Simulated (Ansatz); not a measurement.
Ansatz input file:

```yaml
crystal:
  lattice:
    - [2.5566090401, 0.0, 0.0]
    - [-1.2783045201, 2.2140883763, 0.0]
    - [0.0, 0.0, 6.2121333]
  atoms:
    - { symbol: B, position: [0.0, 0.0, 0.5] }
    - { symbol: B, position: [0.3333333333, 0.6666666667, 0.0] }
    - { symbol: "N", position: [0.0, 0.0, 0.0] }
    - { symbol: "N", position: [0.6666666667, 0.3333333333, 0.5] }
basis:
  ecutwfc: 420
kpoints:
  mp_grid: { grid: [12, 12, 4] }
hamiltonian:
  xc: pbesol
scf:
  occupations: { method: gaussian, width: 0.02 }
output:
  forces: true
  stress: true
  eigenvalues: true
```

Launched with
```bash
ansatz run input.yaml --threads 1 --pin off --max-ram 1331MiB --backend cpu --events-out ev --progress --plain --runs-dir out
```

The calculation used Ansatz 0.2.0, DFT PBEsol, scalar-relativistic, plane waves, PAW.

Part of what the program printed, abridged (final results; tables in files aren't shown):

```
the search or the solves at the SCF's close seem to have found levels that the self-consistency loop had missed (the run counts 1). By its estimate they hold under 1e-12 electrons; where the run keeps them, the occupations were computed again with them
SCF 1 converged in 6 iterations: F = -1067.429190 eV  dr2 = 7.48e-10
SCF converged after 6 iterations
Free energy (F): -1067.429190 eV
Harris-Foulkes:  -1067.429190 eV  (|F-HF|=2.92e-10)
Internal energy: -1067.429190 eV  (E = F + TS)
E sigma→0 (E₀):  -1067.429190 eV
Fermi energy:    7.123661 eV
--- Per-component energies (eV) ---
  E_band       = -31.343577
  E_kinetic    = 359.676159
  E_local      = -616.424777  (includes V_loc(G=0)·N_el)
  E_nonlocal   = 114.709710
  E_hartree    = 190.727443
  E_xc         = -181.086018
  E_vxc        = -225.631336  (∫ρ·V_xc dr)
  E_paw        = -397.124380  (= ΣΔE_a)
  E_vpaw       = -45.128296  (= ΣTr[D̂ρ^β])
  E_aug_tail   = 0.000200  (compensation charges beyond the density's cutoff)
  E_ewald      = -537.993146
  E_core_change = 0.085620  (= ΣΔE_core)
  E_smearing   =  0.000000  (= −TS)
--- Forces (eV/Å), atoms counted from 1 ---
  atom   1  B      0.00000000     0.00000000     0.00000000
  atom   2  B      0.00000000     0.00000000     0.00000000
  atom   3  N      0.00000000     0.00000000     0.00000000
  atom   4  N      0.00000000     0.00000000     0.00000000
--- Stress (GPa, compression-positive) ---
      -21.788647       0.000000       0.000000
        0.000000     -21.788647       0.000000
        0.000000       0.000000       2.902695
  P = ⅓ Tr σ = -13.5582 GPa (-135.582 kbar)
--- Band table (eV; the first three rows and the last of 57) ---
  k-point 0: bands = ["-12.5082", "-11.9774", "-1.3113", "1.6662", "3.5485", "3.5485", "3.7499", "3.7499", "10.4566", "15.4983", "15.9642", "15.9642"]
  k-point 1: bands = ["-12.4475", "-12.0508", "-0.9584", "1.1047", "3.5498", "3.5498", "3.7488", "3.7488", "11.2806", "14.7302", "15.9759", "15.9759"]
  k-point 2: bands = ["-12.3478", "-12.1632", "-0.1015", "0.0602", "3.5515", "3.5515", "3.7481", "3.7481", "13.0310", "13.1007", "15.9894", "15.9894"]
  k-point 56: bands = ["-8.8689", "-8.6694", "-2.6883", "-2.5121", "-2.1429", "-1.9726", "4.8962", "5.0962", "9.3401", "9.4715", "15.8905", "16.7308"]
```

Self-consistency was reached.

The cell holds layers, and where no dispersion correction was added their binding is poorly described.